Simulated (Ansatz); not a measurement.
Ansatz results at the PBE0-D4/def2-TZVP geometry: HOMO energy (PBE0/def2-TZVPP) -6.17 eV; LUMO energy (ωB97M-V/def2-TZVPP) 2.57 eV; LUMO energy (PBE0/def2-TZVPP) 1.16 eV.

Q: Which molecule gave them?
A. `CC(=O)C(C)(C)C(C)C`
B. `C1CCNCC1`
C. `COC(CCl)(OC)OC`
D. `[F][Ga]`

A: B. The others give `COC(CCl)(OC)OC`: -7.63, 2.68, 1.02; `CC(=O)C(C)(C)C(C)C`: -6.97, 1.95, -0.30; `[F][Ga]`: -7.79, 0.37, -1.37.
